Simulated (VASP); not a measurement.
# HgS (F-43m) in VASP: notebook

One crystal, HgS, is run at these levels: PBEsol; tasks: relaxation of cell and atoms.

All numbers are computed with VASP 6.6.1; they aren't measurements. Logs are shortened: lines on timing, memory, paths and dates and some standing lists are left out, and cuts for length are marked.

**1. Starting point**

It takes space group F-43m (No. 216, cubic). Conventional cell: a = 5.852 Å, b = 5.852 Å, c = 5.852 Å, α = 90.00°, β = 90.00°, γ = 90.00°. Hg (site symmetry -43m) has 4 S at 2.53 Å as nearest neighbours. S (site symmetry -43m) has 4 Hg at 2.53 Å as nearest neighbours.

The cell was built by a generator and needn't be a form met in nature.

**2. Relaxation of cell and atoms, PBEsol**

INCAR

```
  PREC = Accurate
  ENCUT = 600
  EDIFF = 1E-6
  ISMEAR = 0
  SIGMA = 0.03
  LREAL = False
  LASPH = True
  NELM = 80
  ALGO = Normal
  ISIF = 3
  LWAVE = False
  LCHARG = False
  GGA = PS
  IBRION = 2
  NSW = 90
  EDIFFG = -0.01
```

KPOINTS

```
regular mesh
0
Gamma
  10 10 10
```

POSCAR

```
HgS
1.0
    0.0000000000      2.9258500000      2.9258500000
    2.9258500000      0.0000000000      2.9258500000
    2.9258500000      2.9258500000      0.0000000000
Hg S
1 1
Direct
    0.0000000000      0.0000000000      0.0000000000
    0.2500000000      0.2500000000      0.2500000000
```

Potentials or basis: VASP PAW PBE potentials, release 64 (Hg, S).

On the command line:

```console
$ cat potpaw_PBE.64/Hg/POTCAR potpaw_PBE.64/S/POTCAR > POTCAR
$ mpirun -np 1 vasp_std > vasp.out
```

OUTCAR:

```text
PREC = Accurate
   ENCUT = 600
   EDIFF = 1E-6
   ISMEAR = 0
   LREAL = False
   LASPH = True
   NELM = 80
   ISIF = 3
   GGA = PS
   IBRION = 2
   NSW = 90
   EDIFFG = -0.01

 ion  position               nearest neighbor table
   1  0.000  0.000  0.000-   2 2.53   2 2.53   2 2.53   2 2.53
   2  0.250  0.250  0.250-   1 2.53   1 2.53   1 2.53   1 2.53

  LATTYP: Found a face centered cubic cell.
 ALAT       =     5.8517000000

  Lattice vectors:

 A1 = (   0.0000000000,   2.9258500000,   2.9258500000)
 A2 = (   2.9258500000,   0.0000000000,   2.9258500000)
 A3 = (   2.9258500000,   2.9258500000,   0.0000000000)

Analysis of symmetry for initial positions (statically):
=====================================================================
 Subroutine PRICEL returns:
 Original cell was already a primitive cell.

 Routine SETGRP: Setting up the symmetry group for a
 face centered cubic supercell.

 Subroutine GETGRP returns: Found 24 space group operations
 (whereof 24 operations were pure point group operations)
 out of a pool of 48 trial point group operations.

The static configuration has the point symmetry T_d .

Analysis of symmetry for dynamics (positions and initial velocities):
=====================================================================
 Subroutine PRICEL returns:
 Original cell was already a primitive cell.

 Routine SETGRP: Setting up the symmetry group for a
 face centered cubic supercell.

 Subroutine GETGRP returns: Found 24 space group operations
 (whereof 24 operations were pure point group operations)
 out of a pool of 48 trial point group operations.

The dynamic configuration has the point symmetry T_d .

 Subroutine INISYM returns: Found 24 space group operations
 (whereof 24 operations are pure point group operations),
 and found     1 'primitive' translations

----------------------------------------------------------------------------------------

                                     Primitive cell

  volume of cell :      50.0941

  direct lattice vectors                    reciprocal lattice vectors
     0.000000000  2.925850000  2.925850000    -0.170890510  0.170890510  0.170890510
     2.925850000  0.000000000  2.925850000     0.170890510 -0.170890510  0.170890510
     2.925850000  2.925850000  0.000000000     0.170890510  0.170890510 -0.170890510

  length of vectors
     4.137776751  4.137776751  4.137776751     0.295991047  0.295991047  0.295991047

  position of ions in fractional coordinates (direct lattice)
     0.000000000  0.000000000  0.000000000
     0.250000000  0.250000000  0.250000000

  ion indices of the primitive-cell ions
   primitive index   ion index
                 1           1
                 2           2

----------------------------------------------------------------------------------------

 KPOINTS: regular mesh

Automatic generation of k-mesh.
 Grid dimensions read from file:
 generate k-points for:   10   10   10

 Generating k-lattice:

  Cartesian coordinates                     Fractional coordinates (reciprocal lattice)
    -0.017089051  0.017089051  0.017089051     0.100000000  0.000000000  0.000000000
     0.017089051 -0.017089051  0.017089051     0.000000000  0.100000000  0.000000000
     0.017089051  0.017089051 -0.017089051     0.000000000  0.000000000  0.100000000

  Length of vectors
     0.029599105  0.029599105  0.029599105

  Shift w.r.t. Gamma in fractional coordinates (k-lattice)
     0.000000000  0.000000000  0.000000000

 Subroutine IBZKPT returns following result:
 ===========================================

 Found     47 irreducible k-points:

 Following reciprocal coordinates:
            Coordinates               Weight
  0.000000  0.000000  0.000000      1.000000
  0.100000  0.000000  0.000000      8.000000
  0.200000  0.000000  0.000000      8.000000
  0.300000  0.000000  0.000000      8.000000
  0.400000  0.000000  0.000000      8.000000
  0.500000  0.000000  0.000000      4.000000
[... 16 lines left out ...]
  0.300000  0.300000  0.000000      6.000000
  0.400000  0.300000  0.000000     24.000000
 [... further k-points ...]
   k-points           NKPTS =     47   k-points in BZ     NKDIM =     47   number of bands    NBANDS=     13
   number of dos      NEDOS =    301   number of ions     NIONS =      2
   total plane-waves  NPLWV =  46656
   dimension x,y,z NGX =    36 NGY =   36 NGZ =   36
   dimension x,y,z NGXF=    72 NGYF=   72 NGZF=   72
   ions per type =               1   1
   NGX,Y,Z   is equivalent  to a cutoff of  14.46, 14.46, 14.46 a.u.
   NGXF,Y,Z  is equivalent  to a cutoff of  28.93, 28.93, 28.93 a.u.
 SYSTEM =  unknown system
   PREC   = accura    normal or accurate (medium, high low for compatibility)
   ISTART =      0    job   : 0-new  1-cont  2-samecut
   ICHARG =      2    charge: 1-file 2-atom 10-const
   ISPIN  =      1    spin polarized calculation?
   LNONCOLLINEAR =      F non collinear calculations
   LSORBIT =      F    spin-orbit coupling
   LASPH  =      T    aspherical Exc in radial PAW
   ENCUT  =  600.0 eV  44.10 Ry    6.64 a.u.   8.26  8.26  8.26*2*pi/ulx,y,z
   NELM   =     80;   NELMIN=  2; NELMDL= -5     # of ELM steps
   EDIFF  = 0.1E-05   stopping-criterion for ELM
   LREAL  =      F    real-space projection
   EDIFFG = -.1E-01   stopping-criterion for IOM
   NSW    =     90    number of steps for IOM
   IBRION =      2    ionic relax: 0-MD 1-quasi-New 2-CG
   NFREE  =      1    steps in history (QN), initial steepest desc. (CG)
   ISIF   =      3    stress and relaxation
   ISYM   =      2    0-nonsym 1-usesym 2-fastsym
   POTIM  = 0.5000    time-step for ionic-motion
   TEBEG  =    0.0;   TEEND  =   0.0 temperature during run
   PSTRESS=    0.0 pullay stress
   NELECT =      18.0000    total number of electrons
   NUPDOWN=      -1.0000    fix difference up-down
   EMIN   =  10.00;   EMAX   =-10.00  energy-range for DOS
   EFERMI =   0.00;   METHOD = LEGACY
   ISMEAR =     0;   SIGMA  =   0.03  broadening in eV -4-tet -1-fermi 0-gaus
   EFERMI_NEDOS =   21; number of points for ismear=-14 and -15
   IALGO  =     38    algorithm
   IMIX   =      4    mixing-type and parameters
     AMIX     =   0.40;   BMIX     =  1.00
     AMIX_MAG =   1.60;   BMIX_MAG =  1.00
  volume/ion in A,a.u.               =      25.05       169.03
  Fermi-wavevector in a.u.,A,eV,Ry     =   1.163868  2.199391 18.430288  1.354588
  Thomas-Fermi vector in A             =   2.300412
   LORBIT       =      0    0 simple, 1 ext, 2 COOP (PROOUT), +10 PAW based schemes
   GGA     = PS    functional components
   LHFCALC =     F    Hartree Fock is set to
   AEXX    =    0.0000 exact exchange contribution
   IVDW    =     0    specifies the selected vdW correction
   LEPSILON=     F    determine dielectric tensor
   LRPA    =     F    only Hartree local field effects (RPA)
 conjugate gradient relaxation of ions
 non-spin polarized calculation
 Gauss-broadening in eV      SIGMA  =   0.03
  energy-cutoff  :      600.00
  volume of cell :       50.09
 maximum number of plane-waves:      1695
 NGX is ok and might be reduce to    36
   NGX = 17   NGY = 17   NGZ = 17

--------------------------------------- Ionic step        1  -------------------------------------------

 number of electron      18.0000000 magnetization

 Free energy of the ion-electron system (eV)
  ---------------------------------------------------
  ext. energy  EPLUGINS =         0.00000000
  ---------------------------------------------------
  free energy    TOTEN  =        -5.27466644 eV

  energy without entropy =       -5.27462016  energy(sigma->0) =       -5.27464330

------------------------ aborting loop because EDIFF is reached ----------------------------------------

  FORCE on cell =-STRESS in cart. coord.  units (eV):
  Direction    XX          YY          ZZ          XY          YZ          ZX
  --------------------------------------------------------------------------------------
  -------------------------------------------------------------------------------------
  Total        0.3724325      0.3724325      0.3724325     -0.0000000     -0.0000000     -0.0000000
  in kB       11.9116533     11.9116533     11.9116533     -0.0000000     -0.0000000     -0.0000000
  external PRESSURE =      11.9116533 kB  Pullay stress =       0.0000000 kB

 VOLUME and BASIS-vectors are now :
 -----------------------------------------------------------------------------
  energy-cutoff  :      600.00
  volume of cell :       50.09
      direct lattice vectors                 reciprocal lattice vectors
     0.000000000  2.925850000  2.925850000    -0.170890510  0.170890510  0.170890510
     2.925850000  0.000000000  2.925850000     0.170890510 -0.170890510  0.170890510
     2.925850000  2.925850000  0.000000000     0.170890510  0.170890510 -0.170890510
[... 37 lines left out ...]
 POSITION                                       TOTAL-FORCE (eV/Angst)
 -----------------------------------------------------------------------------------
      2.95213     -0.00000      2.95213        -0.000000     -0.000000     -0.000000
      1.47607      1.47607      1.47607         0.000000      0.000000      0.000000
 -----------------------------------------------------------------------------------
    total drift:                                0.000000      0.000000      0.000000

  FREE ENERGIE OF THE ION-ELECTRON SYSTEM (eV)
  ---------------------------------------------------
  free  energy   TOTEN  =        -5.2776578966 eV

  energy  without entropy=       -5.2776116169  energy(sigma->0) =       -5.27763476

--------------------------------------- Ionic step        3  -------------------------------------------

 number of electron      17.9999999 magnetization

 Free energy of the ion-electron system (eV)
  ---------------------------------------------------
  ext. energy  EPLUGINS =         0.00000000
  ---------------------------------------------------
  free energy    TOTEN  =        -5.27823221 eV

  energy without entropy =       -5.27818593  energy(sigma->0) =       -5.27820907

 E-fermi :   1.8415     XC(G=0):  -9.4245

 val. band max:        1.8323568777   @ k =   0.0000   0.0000   0.0000
 cond. band min:       2.3968941590   @ k =   0.1000   0.0000   0.0000
 fundamental gap:      0.5645372813
 Fermi energy:         1.8414939909

 k-point     1 :       0.0000    0.0000    0.0000
  band No.  band energies     occupation
      1     -11.3224      2.00000
      2      -5.1752      2.00000
      3      -5.1752      2.00000
      4      -5.1752      2.00000
      5      -4.2929      2.00000
      6      -4.2929      2.00000
      7       1.2574      2.00000
      8       1.8324      1.33334
      9       1.8324      1.33334
     10       1.8324      1.33333
     11       7.7934      0.00000
     12       7.7934      0.00000
     13       7.7934      0.00000

 k-point     2 :       0.1000    0.0000    0.0000
  band No.  band energies     occupation
      1     -11.2739      2.00000
      2      -5.1608      2.00000
      3      -5.1515      2.00000
      4      -5.1515      2.00000
      5      -4.2950      2.00000
      6      -4.2950      2.00000
      7       0.5375      2.00000
      8       1.7345      2.00000
      9       1.7345      2.00000
     10       2.3969      0.00000
     11       7.4835      0.00000
[... 339 lines left out ...]
 k-point    24 :       0.4000    0.3000    0.0000
  band No.  band energies     occupation
      1     -10.7558      2.00000
      2      -5.0605      2.00000
      3      -4.7394      2.00000
      4      -4.7203      2.00000
      5      -4.2450      2.00000
      6      -4.1766      2.00000
      7      -2.1099      2.00000
      8      -0.1132      2.00000
      9       0.0363      2.00000
     10       4.8274      0.00000
     11       5.6123      0.00000
     12       9.4055      0.00000
     13      10.3333      0.00000

 [... further k-points ...]

------------------------ aborting loop because EDIFF is reached ----------------------------------------

  FORCE on cell =-STRESS in cart. coord.  units (eV):
  Direction    XX          YY          ZZ          XY          YZ          ZX
  --------------------------------------------------------------------------------------
  -------------------------------------------------------------------------------------
  Total        0.0021621      0.0021621      0.0021621      0.0000000      0.0000000      0.0000000
  in kB        0.0678407      0.0678407      0.0678407      0.0000000      0.0000000      0.0000000
  external PRESSURE =       0.0678407 kB  Pullay stress =       0.0000000 kB

 VOLUME and BASIS-vectors are now :
 -----------------------------------------------------------------------------
  energy-cutoff  :      600.00
  volume of cell :       51.06
      direct lattice vectors                 reciprocal lattice vectors
     0.000000000  2.944589861  2.944589861    -0.169802935  0.169802935  0.169802935
     2.944589861 -0.000000000  2.944589861     0.169802935 -0.169802935  0.169802935
     2.944589861  2.944589861 -0.000000000     0.169802935  0.169802935 -0.169802935

 POSITION                                       TOTAL-FORCE (eV/Angst)
 -----------------------------------------------------------------------------------
      0.00000      0.00000      0.00000         0.000000     -0.000000     -0.000000
      1.47229      1.47229      1.47229        -0.000000      0.000000      0.000000
 -----------------------------------------------------------------------------------
    total drift:                                0.000000      0.000000      0.000000

  FREE ENERGIE OF THE ION-ELECTRON SYSTEM (eV)
  ---------------------------------------------------
  free  energy   TOTEN  =        -5.2782322086 eV

  energy  without entropy=       -5.2781859292  energy(sigma->0) =       -5.27820907

 reached required accuracy - stopping structural energy minimisation
```

It took 99 s on 1 thread of AMD EPYC 7R13 (Zen 3), shared host; peak memory 0.2 GiB.

Results:

- Free energy: -5.2782 eV
- Relaxed volume: 25.53 Å³/atom
- Relaxed cell: a = 4.164 Å, b = 4.164 Å, c = 4.164 Å, α = 60.00°, β = 60.00°, γ = 60.00°
- Space group after relaxing (to 0.05 Å): F-43m (No. 216)
- Energy gained by relaxing: 1.8 meV/atom
- Ionic steps: 3
- Pressure after relaxing: 0.0 GPa
- Band gap on the k mesh: none (metal or under the smearing width)

The path:
```csv
step,energy change (eV),largest force (eV/Å),pressure (GPa),volume (Å³)
1,0.0000,0.0000,1.19,50.09
2,-0.0030,0.0000,-0.46,51.46
3,-0.0036,0.0000,0.01,51.06
```

Final structure:
```
Hg S
1.0
     0.00000    2.94459    2.94459
     2.94459    0.00000    2.94459
     2.94459    2.94459    0.00000
Hg S
1 1
Direct
  0.00000 0.00000 0.00000
  0.25000 0.25000 0.25000
```

Caveat: the PAW data sets were made with another functional, which shifts forces and pressure a little. The run has no spin-orbit coupling, so splittings on Hg are missing.

[end of part 1 of 2]
